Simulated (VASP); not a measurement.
# GaSb (F-43m) in VASP: a series of runs

Aim: see how the results for GaSb move with the level of theory and the settings. Levels: BLYP+D4, r2SCAN+rVV10, RPBE, revPBE+D3(BJ). Tasks: single point.

Program: VASP 6.6.1. These are calculated values, not measurements. Logs are shortened: lines on timing, memory, paths and dates and some standing lists are left out, and cuts for length are marked.

**The experiment to reproduce.**

From a printed reference work, data compilation, for a bulk crystal of GaSb at 4.2 K: band gap 0.811 eV (direct).

The runs below are set against these values where they give the same quantity.

## Step 1: The cell of the first run

It takes space group F-43m (No. 216, cubic). The conventional cell has a = 6.238 Å, b = 6.238 Å, c = 6.238 Å, α = 90.00°, β = 90.00°, γ = 90.00°. Sb (site symmetry -43m) has 4 Ga at 2.70 Å within 3.6 Å. Ga (site symmetry -43m) has 4 Sb at 2.70 Å within 3.6 Å.

## Step 2: Single point, BLYP+D4

File INCAR:

```
SYSTEM = GaSb
AGGAC = 1.0
AGGAX = 1.0
ALDAC = 0.0
ALDAX = 1.0
ALGO = Normal
EDIFF = 1E-6
ENCUT = 520
GGA = B5
ISIF = 2
ISMEAR = -1
IVDW = 13
LASPH = .TRUE.
LCHARG = .FALSE.
LREAL = .FALSE.
LWAVE = .FALSE.
NBANDS = 16
NELM = 100
PREC = Accurate
SIGMA = 0.05
VDW_A1 = 0.44488865
VDW_A2 = 4.0933009
VDW_S6 = 1.0
VDW_S8 = 2.34076671
```

File KPOINTS:

```
k-points
0
G
  8 8 8
  0 0 0
```

File POSCAR:

```
GaSb
1.0
    0.0000000000      3.1189956238      3.1189956238
    3.1189956238      0.0000000000      3.1189956238
    3.1189956238      3.1189956238      0.0000000000
Sb Ga
1 1
Direct
    0.7500000000      0.7500000000      0.7500000000
    0.0000000000      0.0000000000      0.0000000000
```

Potentials or basis: VASP PAW PBE potentials, release 64 (Sb, Ga_d).

On the command line:

```bash
> cat potpaw_PBE.64/Sb/POTCAR potpaw_PBE.64/Ga_d/POTCAR > POTCAR
> mpirun -np 1 vasp_std > vasp.out
```

OUTCAR:

```text
SYSTEM = GaSb
   EDIFF = 1E-6
   ENCUT = 520
   GGA = B5
   ISIF = 2
   ISMEAR = -1
   IVDW = 13
   LASPH = .TRUE.
   LREAL = .FALSE.
   NELM = 100
   PREC = Accurate

 ion  position               nearest neighbor table
   1  0.750  0.750  0.750-   2 2.70   2 2.70   2 2.70   2 2.70
   2  0.000  0.000  0.000-   1 2.70   1 2.70   1 2.70   1 2.70

  LATTYP: Found a face centered cubic cell.
 ALAT       =     6.2379912476

  Lattice vectors:

 A1 = (   0.0000000000,   3.1189956238,   3.1189956238)
 A2 = (   3.1189956238,   0.0000000000,   3.1189956238)
 A3 = (   3.1189956238,   3.1189956238,   0.0000000000)

Analysis of symmetry for initial positions (statically):
=====================================================================
 Subroutine PRICEL returns:
 Original cell was already a primitive cell.

 Routine SETGRP: Setting up the symmetry group for a
 face centered cubic supercell.

 Subroutine GETGRP returns: Found 24 space group operations
 (whereof 24 operations were pure point group operations)
 out of a pool of 48 trial point group operations.

The static configuration has the point symmetry T_d .

Analysis of symmetry for dynamics (positions and initial velocities):
=====================================================================
 Subroutine PRICEL returns:
 Original cell was already a primitive cell.

 Routine SETGRP: Setting up the symmetry group for a
 face centered cubic supercell.

 Subroutine GETGRP returns: Found 24 space group operations
 (whereof 24 operations were pure point group operations)
 out of a pool of 48 trial point group operations.

The dynamic configuration has the point symmetry T_d .

 Subroutine INISYM returns: Found 24 space group operations
 (whereof 24 operations are pure point group operations),
 and found     1 'primitive' translations

----------------------------------------------------------------------------------------

                                     Primitive cell

  volume of cell :      60.6840

  direct lattice vectors                    reciprocal lattice vectors
     0.000000000  3.118995624  3.118995624    -0.160308016  0.160308016  0.160308016
     3.118995624  0.000000000  3.118995624     0.160308016 -0.160308016  0.160308016
     3.118995624  3.118995624  0.000000000     0.160308016  0.160308016 -0.160308016

  length of vectors
     4.410925912  4.410925912  4.410925912     0.277661628  0.277661628  0.277661628

  position of ions in fractional coordinates (direct lattice)
     0.750000000  0.750000000  0.750000000
     0.000000000  0.000000000  0.000000000

  ion indices of the primitive-cell ions
   primitive index   ion index
                 1           1
                 2           2

----------------------------------------------------------------------------------------

 KPOINTS: k-points

Automatic generation of k-mesh.
 Grid dimensions read from file:
 generate k-points for:    8    8    8

 Generating k-lattice:

  Cartesian coordinates                     Fractional coordinates (reciprocal lattice)
    -0.020038502  0.020038502  0.020038502     0.125000000  0.000000000  0.000000000
     0.020038502 -0.020038502  0.020038502     0.000000000  0.125000000  0.000000000
     0.020038502  0.020038502 -0.020038502     0.000000000  0.000000000  0.125000000

  Length of vectors
     0.034707704  0.034707704  0.034707704

  Shift w.r.t. Gamma in fractional coordinates (k-lattice)
     0.000000000  0.000000000  0.000000000

 Subroutine IBZKPT returns following result:
 ===========================================

 Found     29 irreducible k-points:

 Following reciprocal coordinates:
            Coordinates               Weight
  0.000000  0.000000  0.000000      1.000000
  0.125000  0.000000  0.000000      8.000000
  0.250000  0.000000  0.000000      8.000000
  0.375000  0.000000  0.000000      8.000000
  0.500000  0.000000  0.000000      4.000000
  0.125000  0.125000  0.000000      6.000000
[... 16 lines left out ...]
  0.500000  0.250000  0.125000     48.000000
 -0.375000  0.250000  0.125000     24.000000
 [... further k-points ...]
   k-points           NKPTS =     29   k-points in BZ     NKDIM =     29   number of bands    NBANDS=     16
   number of dos      NEDOS =    301   number of ions     NIONS =      2
   total plane-waves  NPLWV =  46656
   dimension x,y,z NGX =    36 NGY =   36 NGZ =   36
   dimension x,y,z NGXF=    72 NGYF=   72 NGZF=   72
   ions per type =               1   1
   NGX,Y,Z   is equivalent  to a cutoff of  13.57, 13.57, 13.57 a.u.
   NGXF,Y,Z  is equivalent  to a cutoff of  27.14, 27.14, 27.14 a.u.
 SYSTEM =  GaSb
   PREC   = accura    normal or accurate (medium, high low for compatibility)
   ISTART =      0    job   : 0-new  1-cont  2-samecut
   ICHARG =      2    charge: 1-file 2-atom 10-const
   ISPIN  =      1    spin polarized calculation?
   LNONCOLLINEAR =      F non collinear calculations
   LSORBIT =      F    spin-orbit coupling
   LASPH  =      T    aspherical Exc in radial PAW
   ENCUT  =  520.0 eV  38.22 Ry    6.18 a.u.   8.20  8.20  8.20*2*pi/ulx,y,z
   NELM   =    100;   NELMIN=  2; NELMDL= -5     # of ELM steps
   EDIFF  = 0.1E-05   stopping-criterion for ELM
   LREAL  =      F    real-space projection
   EDIFFG = 0.1E-04   stopping-criterion for IOM
   NSW    =      0    number of steps for IOM
   IBRION =     -1    ionic relax: 0-MD 1-quasi-New 2-CG
   NFREE  =      0    steps in history (QN), initial steepest desc. (CG)
   ISIF   =      2    stress and relaxation
   ISYM   =      2    0-nonsym 1-usesym 2-fastsym
   POTIM  = 0.5000    time-step for ionic-motion
   TEBEG  =    0.0;   TEEND  =   0.0 temperature during run
   PSTRESS=    0.0 pullay stress
   NELECT =      18.0000    total number of electrons
   NUPDOWN=      -1.0000    fix difference up-down
   EMIN   =  10.00;   EMAX   =-10.00  energy-range for DOS
   EFERMI =   0.00;   METHOD = LEGACY
   ISMEAR =    -1;   SIGMA  =   0.05  broadening in eV -4-tet -1-fermi 0-gaus
   EFERMI_NEDOS =   21; number of points for ismear=-14 and -15
   IALGO  =     38    algorithm
   IMIX   =      4    mixing-type and parameters
     AMIX     =   0.40;   BMIX     =  1.00
     AMIX_MAG =   1.60;   BMIX_MAG =  1.00
  volume/ion in A,a.u.               =      30.34       204.76
  Fermi-wavevector in a.u.,A,eV,Ry     =   1.091794  2.063192 16.218352  1.192015
  Thomas-Fermi vector in A             =   2.228047
   LORBIT       =      0    0 simple, 1 ext, 2 COOP (PROOUT), +10 PAW based schemes
   GGA     = B5    functional components
   LHFCALC =     F    Hartree Fock is set to
   AEXX    =    0.0000 exact exchange contribution
   IVDW    =    13    specifies the selected vdW correction
   LEPSILON=     F    determine dielectric tensor
   LRPA    =     F    only Hartree local field effects (RPA)
 non-spin polarized calculation
  energy-cutoff  :      520.00
  volume of cell :       60.68
 maximum number of plane-waves:      1660
 NGX is ok and might be reduce to    36
   NGX = 17   NGY = 17   NGZ = 17

 number of electron      17.9999993 magnetization

 Free energy of the ion-electron system (eV)
  ---------------------------------------------------
  ext. energy  EPLUGINS =         0.00000000
  ---------------------------------------------------
  free energy    TOTEN  =        -6.09396272 eV

  energy without entropy =       -6.09341306  energy(sigma->0) =       -6.09368789

 E-fermi :   4.7566     XC(G=0):  -8.2754

 val. band max:        4.7176787851   @ k =   0.0000   0.0000   0.0000
 cond. band min:       4.9911006544   @ k =   0.5000   0.0000   0.0000
 fundamental gap:      0.2734218694
 Fermi energy:         4.7565553476

 k-point     1 :       0.0000    0.0000    0.0000
  band No.  band energies     occupation
      1     -10.2774      2.00000
      2     -10.2774      2.00000
      3     -10.2774      2.00000
      4     -10.2354      2.00000
      5     -10.2354      2.00000
      6      -6.3833      2.00000
[... 8 lines left out ...]
     15      13.3481      0.00000
     16      13.3481      0.00000

 k-point     2 :       0.1250    0.0000    0.0000
  band No.  band energies     occupation
      1     -10.2806      2.00000
      2     -10.2760      2.00000
      3     -10.2760      2.00000
      4     -10.2355      2.00000
      5     -10.2355      2.00000
      6      -6.2359      2.00000
[... 8 lines left out ...]
     15      12.6349      0.00000
     16      12.6349      0.00000

 k-point     3 :       0.2500    0.0000    0.0000
  band No.  band energies     occupation
      1     -10.2882      2.00000
      2     -10.2727      2.00000
      3     -10.2727      2.00000
      4     -10.2356      2.00000
      5     -10.2356      2.00000
      6      -5.8189      2.00000
[... 8 lines left out ...]
     15      12.4193      0.00000
     16      12.4193      0.00000

 k-point     4 :       0.3750    0.0000    0.0000
  band No.  band energies     occupation
      1     -10.2958      2.00000
      2     -10.2698      2.00000
      3     -10.2698      2.00000
      4     -10.2354      2.00000
      5     -10.2354      2.00000
      6      -5.2506      2.00000
[... 8 lines left out ...]
     15      13.2790      0.00000
     16      13.2790      0.00000

 k-point     5 :       0.5000    0.0000    0.0000
  band No.  band energies     occupation
      1     -10.2988      2.00000
      2     -10.2688      2.00000
      3     -10.2688      2.00000
      4     -10.2351      2.00000
      5     -10.2351      2.00000
      6      -4.9219      2.00000
[... 8 lines left out ...]
     15      14.4740      0.00000
     16      14.5253      0.00000

 k-point     6 :       0.1250    0.1250    0.0000
  band No.  band energies     occupation
      1     -10.2832      2.00000
      2     -10.2746      2.00000
      3     -10.2746      2.00000
      4     -10.2364      2.00000
      5     -10.2349      2.00000
      6      -6.1861      2.00000
[... 8 lines left out ...]
     15      11.7490      0.00000
     16      13.5434      0.00000

 k-point     7 :       0.2500    0.1250    0.0000
  band No.  band energies     occupation
      1     -10.2897      2.00000
      2     -10.2719      2.00000
      3     -10.2713      2.00000
      4     -10.2373      2.00000
      5     -10.2345      2.00000
      6      -5.8552      2.00000
[... 8 lines left out ...]
     15      12.7872      0.00000
     16      13.3601      0.00000

 k-point     8 :       0.3750    0.1250    0.0000
  band No.  band energies     occupation
      1     -10.2964      2.00000
      2     -10.2693      2.00000
      3     -10.2682      2.00000
      4     -10.2374      2.00000
      5     -10.2344      2.00000
      6      -5.3189      2.00000
[... 8 lines left out ...]
     15      13.0954      0.00000
     16      13.9330      0.00000

 k-point     9 :       0.5000    0.1250    0.0000
  band No.  band energies     occupation
      1     -10.3003      2.00000
      2     -10.2678      2.00000
      3     -10.2670      2.00000
      4     -10.2365      2.00000
      5     -10.2348      2.00000
      6      -4.8503      2.00000
[... 8 lines left out ...]
     15      14.2215      0.00000
     16      14.5458      0.00000
[... 172 lines left out ...]
 k-point    19 :       0.5000    0.3750    0.0000
  band No.  band energies     occupation
      1     -10.3108      2.00000
      2     -10.2599      2.00000
      3     -10.2592      2.00000
      4     -10.2429      2.00000
      5     -10.2325      2.00000
      6      -4.3470      2.00000
[... 8 lines left out ...]
     15      15.1304      0.00000
     16      15.1331      0.00000

 k-point    20 :      -0.3750    0.3750    0.0000
  band No.  band energies     occupation
      1     -10.3084      2.00000
      2     -10.2621      2.00000
      3     -10.2605      2.00000
      4     -10.2408      2.00000
      5     -10.2339      2.00000
      6      -4.2406      2.00000
[... 8 lines left out ...]
     15      13.5912      0.00000
     16      16.4822      0.00000

 k-point    21 :       0.5000    0.5000    0.0000
  band No.  band energies     occupation
      1     -10.3134      2.00000
      2     -10.2578      2.00000
      3     -10.2578      2.00000
      4     -10.2443      2.00000
      5     -10.2319      2.00000
      6      -4.1790      2.00000
[... 8 lines left out ...]
     15      15.1476      0.00000
     16      15.9310      0.00000

 k-point    22 :       0.3750    0.2500    0.1250
  band No.  band energies     occupation
      1     -10.2961      2.00000
      2     -10.2689      2.00000
      3     -10.2678      2.00000
      4     -10.2383      2.00000
      5     -10.2342      2.00000
      6      -5.4554      2.00000
[... 8 lines left out ...]
     15      13.7396      0.00000
     16      13.9408      0.00000

 k-point    23 :       0.5000    0.2500    0.1250
  band No.  band energies     occupation
      1     -10.3013      2.00000
      2     -10.2669      2.00000
      3     -10.2650      2.00000
      4     -10.2382      2.00000
      5     -10.2345      2.00000
      6      -4.9134      2.00000
[... 8 lines left out ...]
     15      13.4213      0.00000
     16      14.8812      0.00000

 k-point    24 :      -0.3750    0.2500    0.1250
  band No.  band energies     occupation
      1     -10.3032      2.00000
      2     -10.2664      2.00000
      3     -10.2639      2.00000
      4     -10.2377      2.00000
      5     -10.2351      2.00000
      6      -4.6015      2.00000
[... 8 lines left out ...]
     15      14.4654      0.00000
     16      14.7728      0.00000

 [... further k-points ...]

------------------------ aborting loop because EDIFF is reached ----------------------------------------

  DFT-D4 for vdW energy calculation

  Edisp (eV):   -1.48939

  FORCE on cell =-STRESS in cart. coord.  units (eV):
  Direction    XX          YY          ZZ          XY          YZ          ZX
  --------------------------------------------------------------------------------------
  -------------------------------------------------------------------------------------
  Total      -0.77641    -0.77641    -0.77641     0.00000    -0.00000    -0.00000
  in kB     -20.49863   -20.49863   -20.49863     0.00000    -0.00000    -0.00000
  external pressure =      -20.50 kB  Pullay stress =        0.00 kB

 VOLUME and BASIS-vectors are now :
 -----------------------------------------------------------------------------
  energy-cutoff  :      520.00
  volume of cell :       60.68
      direct lattice vectors                 reciprocal lattice vectors
     0.000000000  3.118995624  3.118995624    -0.160308016  0.160308016  0.160308016
     3.118995624  0.000000000  3.118995624     0.160308016 -0.160308016  0.160308016
     3.118995624  3.118995624  0.000000000     0.160308016  0.160308016 -0.160308016

 POSITION                                       TOTAL-FORCE (eV/Angst)
 -----------------------------------------------------------------------------------
      4.67849      4.67849      4.67849         0.000000      0.000000      0.000000
      0.00000      0.00000      0.00000        -0.000000     -0.000000     -0.000000
 -----------------------------------------------------------------------------------
    total drift:                               -0.000000     -0.000000     -0.000000

  FREE ENERGIE OF THE ION-ELECTRON SYSTEM (eV)
  ---------------------------------------------------
  free  energy   TOTEN  =        -7.5833566557 eV

  energy  without entropy=       -7.5828069898  energy(sigma->0) =       -7.58308182
```

Wall time 28 s (1 thread of AMD EPYC 9R45 (Zen 5), shared host); peak memory 0.18 GiB.

Results:

| Property | Result |
| --- | --- |
| Free energy | -7.5834 eV |
| Pressure | -2.0 GPa |
| Band gap on the k mesh | zero (filled and empty bands touch) |
| Dispersion energy per atom | -0.745 eV |

Levels at points of the mesh, in eV from the Fermi level:
| k point | band 6 | band 7 | band 8 | band 9 | band 10 | band 11 | band 12 | band 13 |
| --- | --- | --- | --- | --- | --- | --- | --- | --- |
| (0.00, 0.00, 0.00) | -11.14 | -0.56 | -0.04 | -0.04 | -0.04 | 2.77 | 2.77 | 2.77 |
| (0.50, 0.00, 0.00) | -9.68 | -6.14 | -1.10 | -1.10 | 0.23 | 3.76 | 3.76 | 6.66 |
| (0.50, 0.50, 0.00) | -8.94 | -6.63 | -2.39 | -2.39 | 0.99 | 1.46 | 8.20 | 8.20 |

Caveat: the PAW data sets were made with another functional, which shifts forces and pressure a little; spin-orbit coupling is left out, which moves the levels of the heavy elements; pairwise dispersion overbinds metals, which lowers pressure and volume.

## Step 3: Single point, r2SCAN+rVV10

This run uses another cell than the first one, of 26.91 Å³/atom, 0.887 times its volume.

File POSCAR:

```
GaSb
1.0
    0.0000000000      2.9965539066      2.9965539066
    2.9965539066      0.0000000000      2.9965539066
    2.9965539066      2.9965539066      0.0000000000
Sb Ga
1 1
Direct
    0.7500000000      0.7500000000      0.7500000000
    0.0000000000      0.0000000000      0.0000000000
```

File INCAR.step1:

```
SYSTEM = GaSb
  PREC = Accurate
  ENCUT = 520
  ISMEAR = -1
  SIGMA = 0.05
  LREAL = .FALSE.
  LASPH = .TRUE.
  NELM = 100
  NBANDS = 16
  GGA = PE
  ALGO = Normal
  EDIFF = 1E-4
  LWAVE = .TRUE.
  LCHARG = .FALSE.
```

File INCAR.step2:

```
SYSTEM = GaSb
  PREC = Accurate
  ENCUT = 520
  EDIFF = 1E-6
  ISMEAR = -1
  SIGMA = 0.05
  LREAL = .FALSE.
  LASPH = .TRUE.
  NELM = 100
  ALGO = Normal
  ISIF = 2
  LWAVE = .FALSE.
  LCHARG = .FALSE.
  METAGGA = R2SCAN
  LMIXTAU = .TRUE.
  LUSE_VDW = .TRUE.
  IVDW_NL = 2
  BPARAM = 11.95
  CPARAM = 0.0093
  NBANDS = 16
  ISTART = 1
```

File KPOINTS:

```
Automatic mesh
0
G
  8 8 8
  0 0 0
```

Potentials or basis: VASP PAW PBE potentials, release 64 (Sb, Ga_d).

On the command line:

```bash
> cat potpaw_PBE.64/Sb/POTCAR potpaw_PBE.64/Ga_d/POTCAR > POTCAR
> cp INCAR.step1 INCAR
> mpirun -np 1 vasp_std > vasp.out
> cp INCAR.step2 INCAR
> mpirun -np 1 vasp_std > vasp.out
```

Run time: 61 s. Hardware: 1 thread of AMD EPYC 9R45 (Zen 5), shared host; peak memory 0.3 GiB.

Results (log left out):

```yaml
Free_energy: -36.9432 eV
Pressure: 3.8 GPa
Band_gap_on_the_k_mesh: 0.81 eV, indirect (least direct gap 0.93 eV)
```

Levels at points of the mesh, in eV from the valence-band top:
```
           k point  band 7  band 8  band 9  band 10  band 11  band 12
(0.00, 0.00, 0.00)    0.00    0.00    0.00     0.93     2.94     2.94
(0.50, 0.00, 0.00)   -6.94   -1.33   -1.33     0.81     3.98     3.98
(0.50, 0.50, 0.00)   -7.37   -2.94   -2.94     1.00     1.30     9.69
```

Caveat: the PAW data sets were made with another functional, which shifts forces and pressure a little; spin-orbit coupling is left out, which moves the levels of the heavy elements. r2SCAN opens gaps a little over a GGA but as a rule still falls short of measured ones.

(Part 1 of 2 ends here.)
